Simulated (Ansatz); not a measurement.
Second-order optical response of KCl

Method: DFT LDA, scalar-relativistic, plane waves, PAW in Ansatz 0.2.0. Cutoff 420 eV, 6×6×6 k-points (Γ-centred), fixed occupations. No spin polarisation. Phonons by linear response, acoustic sum rule imposed.

The cell is fixed (symmetry leaves no force on the atoms) and stands under 3.4 GPa:
```
CELL_PARAMETERS angstrom
0.00000 3.21680 3.21680
3.21680 0.00000 3.21680
3.21680 3.21680 0.00000
ATOMIC_POSITIONS crystal
K 0.00000 0.00000 0.00000
Cl 0.25000 0.25000 0.25000
```

The cell is the ideal cubic zincblende prototype; this isn't the usual structure of the compound.

Question: Give the static, clamped-ion nonlinear coefficients d_iJ = χ⁽²⁾/2 (pm/V, Voigt columns xx yy zz yz xz xy).

Answer:
```
x   0.0 0.0 0.0 0.8 0.0 0.0
y   0.0 0.0 0.0 0.0 0.8 0.0
z   0.0 0.0 0.0 0.0 0.0 0.8
```
The largest is 0.8 pm/V, at a Kohn–Sham gap of 4.87 eV; a functional that narrows the gap inflates it.

Cost: 1 run of about 2.2 core-minutes, on Intel Xeon Processor @ 2.50GHz (Skylake/Cascade Lake) (shared hosts).